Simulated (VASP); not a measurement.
# Tl (P6_3/mmc) in VASP: further runs

The runs below take Tl through single point, relaxation of cell and atoms, with PBE.

Everything below comes from runs of VASP 6.6.1. Logs are shortened: lines on timing, memory, paths and dates and some standing lists are left out, and cuts for length are marked.

**1. Starting point**

The structure is hexagonal, space group P6_3/mmc (No. 194). The conventional cell has a = 3.645 Å, b = 3.645 Å, c = 5.482 Å, α = 90.00°, β = 90.00°, γ = 120.00°. Tl (site symmetry -6m2) has 12 Tl at 3.46 to 3.65 Å as nearest neighbours.

**2. Single point, PBE**

File INCAR:

```
SYSTEM = Tl
  PREC = Accurate
  ENCUT = 520
  EDIFF = 1E-7
  ISMEAR = 0
  SIGMA = 0.05
  LREAL = .FALSE.
  LASPH = .TRUE.
  NELM = 80
  ALGO = Fast
  ISIF = 2
  LWAVE = .FALSE.
  LCHARG = .FALSE.
  GGA = PE
  NBANDS = 20
```

File KPOINTS:

```
Automatic mesh
0
G
  14 14 8
  0 0 0
```

File POSCAR:

```
Tl
1.0
    3.6454763771      0.0000000000      0.0000000000
   -1.8227381886      3.1570751515      0.0000000000
    0.0000000000      0.0000000000      5.4815706023
Tl
2
Direct
    0.3333333333      0.6666666667      0.7500000000
    0.6666666667      0.3333333333      0.2500000000
```

Potentials or basis: VASP PAW PBE potentials, release 64 (Tl_d).

Run with:

```
$ cat potpaw_PBE.64/Tl_d/POTCAR > POTCAR
$ mpirun -np 1 vasp_std > vasp.out
```

OUTCAR:

```text
SYSTEM = Tl
   PREC = Accurate
   ENCUT = 520
   EDIFF = 1E-7
   ISMEAR = 0
   LREAL = .FALSE.
   LASPH = .TRUE.
   NELM = 80
   ISIF = 2
   GGA = PE

 ion  position               nearest neighbor table
   1  0.333  0.667  0.750-   2 3.46   2 3.46   2 3.46   2 3.46   2 3.46   2 3.46
   2  0.667  0.333  0.250-   1 3.46   1 3.46   1 3.46   1 3.46   1 3.46   1 3.46

  LATTYP: Found a hexagonal cell.
 ALAT       =     3.6454763771
 C/A-ratio  =     1.5036637288

  Lattice vectors:

 A1 = (   3.6454763771,   0.0000000000,   0.0000000000)
 A2 = (  -1.8227381886,   3.1570751515,   0.0000000000)
 A3 = (   0.0000000000,   0.0000000000,   5.4815706023)

Analysis of symmetry for initial positions (statically):
=====================================================================
 Subroutine PRICEL returns:
 Original cell was already a primitive cell.

 Routine SETGRP: Setting up the symmetry group for a
 hexagonal supercell.

 Subroutine GETGRP returns: Found 24 space group operations
 (whereof 12 operations were pure point group operations)
 out of a pool of 24 trial point group operations.

The static configuration has the point symmetry D_3d.
 The point group associated with its full space group is D_6h.

Analysis of symmetry for dynamics (positions and initial velocities):
=====================================================================
 Subroutine PRICEL returns:
 Original cell was already a primitive cell.

 Routine SETGRP: Setting up the symmetry group for a
 hexagonal supercell.

 Subroutine GETGRP returns: Found 24 space group operations
 (whereof 12 operations were pure point group operations)
 out of a pool of 24 trial point group operations.

The dynamic configuration has the point symmetry D_3d.
 The point group associated with its full space group is D_6h.

 Subroutine INISYM returns: Found 24 space group operations
 (whereof 12 operations are pure point group operations),
 and found     1 'primitive' translations

----------------------------------------------------------------------------------------

                                     Primitive cell

  volume of cell :      63.0876

  direct lattice vectors                    reciprocal lattice vectors
     3.645476377  0.000000000  0.000000000     0.274312572  0.158374437  0.000000000
    -1.822738189  3.157075151  0.000000000     0.000000000  0.316748874  0.000000000
     0.000000000  0.000000000  5.481570602     0.000000000  0.000000000  0.182429466

  length of vectors
     3.645476377  3.645476377  5.481570602     0.316748874  0.316748874  0.182429466

  position of ions in fractional coordinates (direct lattice)
     0.333333333  0.666666667  0.750000000
     0.666666667  0.333333333  0.250000000

  ion indices of the primitive-cell ions
   primitive index   ion index
                 1           1
                 2           2

----------------------------------------------------------------------------------------

 KPOINTS: Automatic mesh

Automatic generation of k-mesh.
 Grid dimensions read from file:
 generate k-points for:   14   14    8

 Generating k-lattice:

  Cartesian coordinates                     Fractional coordinates (reciprocal lattice)
     0.019593755  0.011312460  0.000000000     0.071428571  0.000000000  0.000000000
     0.000000000  0.022624920  0.000000000     0.000000000  0.071428571  0.000000000
     0.000000000  0.000000000  0.022803683     0.000000000  0.000000000  0.125000000

  Length of vectors
     0.022624920  0.022624920  0.022803683

  Shift w.r.t. Gamma in fractional coordinates (k-lattice)
     0.000000000  0.000000000  0.000000000

 Subroutine IBZKPT returns following result:
 ===========================================

 Found    120 irreducible k-points:

 Following reciprocal coordinates:
            Coordinates               Weight
  0.000000  0.000000  0.000000      1.000000
  0.071429  0.000000  0.000000      6.000000
  0.142857  0.000000  0.000000      6.000000
  0.214286 -0.000000  0.000000      6.000000
  0.285714 -0.000000  0.000000      6.000000
  0.357143  0.000000  0.000000      6.000000
[... 16 lines left out ...]
  0.285714  0.285714  0.000000      6.000000
  0.357143  0.285714  0.000000      6.000000
 [... further k-points ...]
   k-points           NKPTS =    120   k-points in BZ     NKDIM =    120   number of bands    NBANDS=     20
   number of dos      NEDOS =    301   number of ions     NIONS =      2
   total plane-waves  NPLWV =  32928
   dimension x,y,z NGX =    28 NGY =   28 NGZ =   42
   dimension x,y,z NGXF=    56 NGYF=   56 NGZF=   84
   ions per type =               2
   NGX,Y,Z   is equivalent  to a cutoff of  12.77, 12.77, 12.74 a.u.
   NGXF,Y,Z  is equivalent  to a cutoff of  25.54, 25.54, 25.48 a.u.
 SYSTEM =  Tl
   PREC   = accura    normal or accurate (medium, high low for compatibility)
   ISTART =      0    job   : 0-new  1-cont  2-samecut
   ICHARG =      2    charge: 1-file 2-atom 10-const
   ISPIN  =      1    spin polarized calculation?
   LNONCOLLINEAR =      F non collinear calculations
   LSORBIT =      F    spin-orbit coupling
   LASPH  =      T    aspherical Exc in radial PAW
   ENCUT  =  520.0 eV  38.22 Ry    6.18 a.u.   6.78  6.78 10.19*2*pi/ulx,y,z
   NELM   =     80;   NELMIN=  2; NELMDL= -5     # of ELM steps
   EDIFF  = 0.1E-06   stopping-criterion for ELM
   LREAL  =      F    real-space projection
   EDIFFG = 0.1E-05   stopping-criterion for IOM
   NSW    =      0    number of steps for IOM
   IBRION =     -1    ionic relax: 0-MD 1-quasi-New 2-CG
   NFREE  =      0    steps in history (QN), initial steepest desc. (CG)
   ISIF   =      2    stress and relaxation
   ISYM   =      2    0-nonsym 1-usesym 2-fastsym
   POTIM  = 0.5000    time-step for ionic-motion
   TEBEG  =    0.0;   TEEND  =   0.0 temperature during run
   PSTRESS=    0.0 pullay stress
   NELECT =      26.0000    total number of electrons
   NUPDOWN=      -1.0000    fix difference up-down
   EMIN   =  10.00;   EMAX   =-10.00  energy-range for DOS
   EFERMI =   0.00;   METHOD = LEGACY
   ISMEAR =     0;   SIGMA  =   0.05  broadening in eV -4-tet -1-fermi 0-gaus
   EFERMI_NEDOS =   21; number of points for ismear=-14 and -15
   IALGO  =     68    algorithm
   IMIX   =      4    mixing-type and parameters
     AMIX     =   0.40;   BMIX     =  1.00
     AMIX_MAG =   1.60;   BMIX_MAG =  1.00
  volume/ion in A,a.u.               =      31.54       212.87
  Fermi-wavevector in a.u.,A,eV,Ry     =   1.218291  2.302237 20.194231  1.484234
  Thomas-Fermi vector in A             =   2.353583
   LORBIT       =      0    0 simple, 1 ext, 2 COOP (PROOUT), +10 PAW based schemes
   GGA     = PE    functional components
   LHFCALC =     F    Hartree Fock is set to
   AEXX    =    0.0000 exact exchange contribution
   IVDW    =     0    specifies the selected vdW correction
   LEPSILON=     F    determine dielectric tensor
   LRPA    =     F    only Hartree local field effects (RPA)
 non-spin polarized calculation
 RMM-DIIS sequential band-by-band and
 Gauss-broadening in eV      SIGMA  =   0.05
  energy-cutoff  :      520.00
  volume of cell :       63.09
 maximum number of plane-waves:      1725
 NGX is ok and might be reduce to    28
   NGX = 13   NGY = 13   NGZ = 21

 number of electron      25.9999997 magnetization

 Free energy of the ion-electron system (eV)
  ---------------------------------------------------
  ext. energy  EPLUGINS =         0.00000000
  ---------------------------------------------------
  free energy    TOTEN  =        -4.44876394 eV

  energy without entropy =       -4.44777986  energy(sigma->0) =       -4.44827190

 E-fermi :   5.6224     XC(G=0):  -9.7047

 val. band max:        5.5997858967   @ k =   0.3571   0.2143   0.2500
 cond. band min:       5.6475817539   @ k =   0.2143   0.1429   0.2500
 fundamental gap:      0.0477958572
 Fermi energy:         5.6224217691

 k-point     1 :       0.0000    0.0000    0.0000
  band No.  band energies     occupation
      1      -6.0349      2.00000
      2      -5.8552      2.00000
      3      -5.8552      2.00000
      4      -5.8340      2.00000
      5      -5.8340      2.00000
      6      -5.8274      2.00000
[... 12 lines left out ...]
     19      15.2160      0.00000
     20      16.5839      0.00000

 k-point     2 :       0.0714    0.0000    0.0000
  band No.  band energies     occupation
      1      -6.0255      2.00000
      2      -5.8793      2.00000
      3      -5.8419      2.00000
      4      -5.8413      2.00000
      5      -5.8404      2.00000
      6      -5.8051      2.00000
[... 12 lines left out ...]
     19      15.7854      0.00000
     20      16.1908      0.00000

 k-point     3 :       0.1429    0.0000    0.0000
  band No.  band energies     occupation
      1      -6.0125      2.00000
      2      -5.9021      2.00000
      3      -5.8635      2.00000
      4      -5.8631      2.00000
      5      -5.8016      2.00000
      6      -5.7989      2.00000
[... 12 lines left out ...]
     19      15.1494      0.00000
     20      16.8134      0.00000

 k-point     4 :       0.2143   -0.0000    0.0000
  band No.  band energies     occupation
      1      -6.0293      2.00000
      2      -5.8997      2.00000
      3      -5.8993      2.00000
      4      -5.8915      2.00000
      5      -5.7914      2.00000
      6      -5.7388      2.00000
[... 12 lines left out ...]
     19      14.5369      0.00000
     20      16.4099      0.00000

 k-point     5 :       0.2857   -0.0000    0.0000
  band No.  band energies     occupation
      1      -6.0666      2.00000
      2      -5.9453      2.00000
      3      -5.9207      2.00000
      4      -5.8982      2.00000
      5      -5.7648      2.00000
      6      -5.6722      2.00000
[... 12 lines left out ...]
     19      14.0723      0.00000
     20      15.7625      0.00000
[... 353 lines left out ...]
      6      -5.6974      2.00000
[... 12 lines left out ...]
     19      12.9920      0.00000
     20      16.7369      0.00000

 k-point    22 :       0.3571    0.2143    0.0000
  band No.  band energies     occupation
      1      -6.0987      2.00000
      2      -6.0020      2.00000
      3      -5.8852      2.00000
      4      -5.8783      2.00000
      5      -5.7476      2.00000
      6      -5.7080      2.00000
[... 12 lines left out ...]
     19      12.7401      0.00000
     20      16.6270      0.00000

 k-point    23 :       0.2857    0.2857    0.0000
  band No.  band energies     occupation
      1      -6.1059      2.00000
      2      -5.9335      2.00000
      3      -5.9195      2.00000
      4      -5.8587      2.00000
      5      -5.7636      2.00000
      6      -5.7322      2.00000
[... 12 lines left out ...]
     19      12.3944      0.00000
     20      18.4581      0.00000

 k-point    24 :       0.3571    0.2857    0.0000
  band No.  band energies     occupation
      1      -6.1161      2.00000
      2      -5.9309      2.00000
      3      -5.8865      2.00000
      4      -5.8383      2.00000
      5      -5.7874      2.00000
      6      -5.7645      2.00000
[... 12 lines left out ...]
     19      12.1963      0.00000
     20      18.4658      0.00000

 [... further k-points ...]
[... 5 lines left out ...]
  --------------------------------------------------------------------------------------
  -------------------------------------------------------------------------------------
  Total       -0.0221482     -0.0221482     -0.0206864      0.0000000      0.0000000      0.0000000
  in kB       -0.5624778     -0.5624778     -0.5253543      0.0000000      0.0000000      0.0000000
  external PRESSURE =      -0.5501033 kB  Pullay stress =       0.0000000 kB

 VOLUME and BASIS-vectors are now :
 -----------------------------------------------------------------------------
  energy-cutoff  :      520.00
  volume of cell :       63.09
      direct lattice vectors                 reciprocal lattice vectors
     3.645476377  0.000000000  0.000000000     0.274312572  0.158374437  0.000000000
    -1.822738189  3.157075151  0.000000000     0.000000000  0.316748874  0.000000000
     0.000000000  0.000000000  5.481570602     0.000000000  0.000000000  0.182429466

 POSITION                                       TOTAL-FORCE (eV/Angst)
 -----------------------------------------------------------------------------------
     -0.00000      2.10472      4.11118         0.000000      0.000000      0.000000
      1.82274      1.05236      1.37039        -0.000000      0.000000      0.000000
 -----------------------------------------------------------------------------------
    total drift:                               -0.000000      0.000000     -0.000000

  FREE ENERGIE OF THE ION-ELECTRON SYSTEM (eV)
  ---------------------------------------------------
  free  energy   TOTEN  =        -4.4487639380 eV

  energy  without entropy=       -4.4477798596  energy(sigma->0) =       -4.44827190
```

Run time: 71 s. Hardware: 1 thread of Intel Xeon Platinum 8488C (Sapphire Rapids), shared host; peak memory 0.26 GiB.

What came out:

```
Free energy            : -4.4488 eV
Pressure               : -0.1 GPa
Band gap on the k mesh : none (metal or under the smearing width)
```

(Part 1 of 2 ends here.)
